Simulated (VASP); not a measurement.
Level of theory: PBEsol GGA, VASP's PBE PAW potentials (set 64) (plane waves; VASP).

VASP input:

KPOINTS:
```
Automatic mesh
0
Gamma
6 6 6
0 0 0
```

File POSCAR:
```
Li3N
1
    1.7970151532    -3.1281626268     0.0000000000
    1.7970151532     3.1281626268     0.0000000000
    0.0000000000     0.0000000000     3.8475747633
Li N
3 1
Direct
  0.3333330000   0.6666670000   0.0000000000
  0.6666670000   0.3333330000   0.0000000000
  0.0000000000   0.0000000000   0.5000000000
  0.0000000000   0.0000000000   0.0000000000
```

**INCAR**
```
ALGO  =  Normal
EDIFF  =  1E-7
EDIFFG  =  -0.01
ENCUT  =  600
GGA  =  PS
IBRION  =  2
ISIF  =  2
ISMEAR  =  0
LASPH  =  T
LCHARG  =  F
LREAL  =  F
LWAVE  =  F
NELM  =  100
NSW  =  30
PREC  =  Accurate
SIGMA  =  0.05
SYSTEM  =  Li3N
```

POTCAR, in this order: Li_sv N (PBE.64 set). Program: vasp_std.

The run wrote:

OSZICAR:
```
       N       E                     dE             d eps       ncg     rms          rms(c)
DAV:   1     0.591278529977E+02    0.59128E+02   -0.72679E+03  1144   0.148E+03
DAV:   2    -0.110191333211E+02   -0.70147E+02   -0.64296E+02  1555   0.270E+02
DAV:   3    -0.192248429911E+02   -0.82057E+01   -0.81617E+01  1682   0.824E+01
DAV:   4    -0.200955793733E+02   -0.87074E+00   -0.86949E+00  1864   0.214E+01
DAV:   5    -0.201058598137E+02   -0.10280E-01   -0.10279E-01  1531   0.308E+00    0.947E+00
DAV:   6    -0.163887651194E+02    0.37171E+01   -0.23175E+01  1417   0.235E+01    0.438E+00
DAV:   7    -0.162256284534E+02    0.16314E+00   -0.14312E+00  1603   0.734E+00    0.225E+00
DAV:   8    -0.161363670422E+02    0.89261E-01   -0.38662E-01  1357   0.514E+00    0.104E+00
DAV:   9    -0.161271461838E+02    0.92209E-02   -0.46934E-02  1473   0.145E+00    0.324E-01
DAV:  10    -0.161278439725E+02   -0.69779E-03   -0.36554E-03  1535   0.427E-01    0.716E-02
DAV:  11    -0.161277008715E+02    0.14310E-03   -0.12810E-03  1571   0.184E-01    0.304E-02
DAV:  12    -0.161277052364E+02   -0.43649E-05   -0.14553E-04  1467   0.735E-02    0.115E-02
DAV:  13    -0.161276992906E+02    0.59457E-05   -0.30442E-05  1439   0.320E-02    0.187E-03
DAV:  14    -0.161276994561E+02   -0.16544E-06   -0.14537E-06  1637   0.108E-02    0.862E-04
DAV:  15    -0.161276994164E+02    0.39643E-07   -0.14559E-07   937   0.264E-03
   1 F= -.16127699E+02 E0= -.16127699E+02  d E =-.161277E+02
       N       E                     dE             d eps       ncg     rms          rms(c)
DAV:   1    -0.161277211353E+02   -0.21679E-04   -0.80062E-03  1186   0.877E-01    0.312E-03
DAV:   2    -0.161277278282E+02   -0.66929E-05   -0.68758E-05  1282   0.841E-02    0.199E-03
DAV:   3    -0.161277280155E+02   -0.18729E-06   -0.24414E-06  1795   0.132E-02    0.940E-04
DAV:   4    -0.161277279900E+02    0.25523E-07   -0.55022E-08   924   0.239E-03
   2 F= -.16127728E+02 E0= -.16127728E+02  d E =-.285735E-04
       N       E                     dE             d eps       ncg     rms          rms(c)
DAV:   1    -0.161277308753E+02   -0.28598E-05   -0.85330E-03  1180   0.905E-01    0.322E-03
DAV:   2    -0.161277379750E+02   -0.70997E-05   -0.72886E-05  1282   0.866E-02    0.208E-03
DAV:   3    -0.161277381867E+02   -0.21172E-06   -0.26387E-06  1840   0.137E-02    0.949E-04
DAV:   4    -0.161277381619E+02    0.24859E-07   -0.53046E-08   921   0.239E-03
   3 F= -.16127738E+02 E0= -.16127738E+02  d E =-.387454E-04
```

**OUTCAR**
```
------------------------ aborting loop because EDIFF is reached ----------------------------------------
  FORCE on cell =-STRESS in cart. coord.  units (eV):
  Direction    XX          YY          ZZ          XY          YZ          ZX
  --------------------------------------------------------------------------------------
  Total        0.1074247     -0.0284106     -0.0186370      0.0000000      0.0000000      0.0000000
  in kB        3.9788413     -1.0522834     -0.6902850      0.0000000      0.0000000      0.0000000
  external PRESSURE =       0.7454243 kB  Pullay stress =       0.0000000 kB
  volume of cell :       43.26
      direct lattice vectors                 reciprocal lattice vectors
     1.797015153 -3.128162627  0.000000000     0.278239167 -0.159838237  0.000000000
     1.797015153  3.128162627  0.000000000     0.278239167  0.159838237  0.000000000
     0.000000000  0.000000000  3.847574763     0.000000000  0.000000000  0.259903981
 POSITION                                       TOTAL-FORCE (eV/Angst)
 -----------------------------------------------------------------------------------
      1.79702      1.04078      0.00000        -0.000000     -0.000079      0.000000
      1.79702     -1.04078      0.00000        -0.000000      0.000079      0.000000
      0.00000      0.00000      1.92379        -0.000000      0.000000      0.000000
      0.00000      0.00000      0.00000         0.000000      0.000000      0.000000
 -----------------------------------------------------------------------------------
    total drift:                               -0.000000     -0.000000     -0.000000
  FREE ENERGIE OF THE ION-ELECTRON SYSTEM (eV)
  ---------------------------------------------------
  free  energy   TOTEN  =       -16.1277381619 eV

  energy  without entropy=      -16.1277381619  energy(sigma->0) =      -16.12773816

 reached required accuracy - stopping structural energy minimisation
```
(Selected blocks of OUTCAR.)

### CONTCAR
```
Li3N
   1.00000000000000
     1.7970151532000000   -3.1281626268000000    0.0000000000000000
     1.7970151532000000    3.1281626268000000    0.0000000000000000
     0.0000000000000000    0.0000000000000000    3.8475747632999999
  Li              N
     3     1
Direct
     0.3336431902992260    0.6663568097007740    0.0000000000000000
     0.6663568097007740    0.3336431902992260    0.0000000000000000
     0.0000000000000000    0.0000000000000000    0.5000000000000000
     0.0000000000000000    0.0000000000000000    0.0000000000000000
```

The compound is Li3N in the alpha structure. This cell was strained or had an atom moved on purpose. Symmetry was kept, so distortions that lower it aren't found.
